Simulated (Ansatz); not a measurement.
Rh, 1 atom in the cell. The structure is cubic, space group Fm-3m (No. 225). Conventional cell: a = 3.796 Å, b = 3.796 Å, c = 3.796 Å, α = 90.00°, β = 90.00°, γ = 90.00°. Rh (site symmetry m-3m) has 12 Rh at 2.68 Å as nearest neighbours. 

| Item | Value |
| --- | --- |
| Program | Ansatz 0.2.0 |
| Task | ladder of functionals |
| Functional | LDA |
| Dispersion | D4 |
| Potentials or basis | Ansatz PAW |
| Cutoff | 420 eV (not typed: the program's choice for these potentials) |
| k mesh | 12 × 12 × 12 |
| Occupations | gaussian, width 0.1 eV |
| Spin | spin-orbit coupling, no magnetisation |

Potentials or basis: Ansatz PAW.

Command:

```sh
$ ansatz run input.yaml --threads 1 --pin off --max-ram 2560MiB --backend cpu --events-out ev --progress --plain --runs-dir out
```

Hardware: 1 thread of Arm Neoverse V1 (shared host).

Q: How long does it take, and how much memory?

A: It took 4.1 s on 1 thread of Arm Neoverse V1 (shared host), peak memory 0.33 GiB. Counts: scf iterations 6, plane waves 283, k points 72, bands 26.
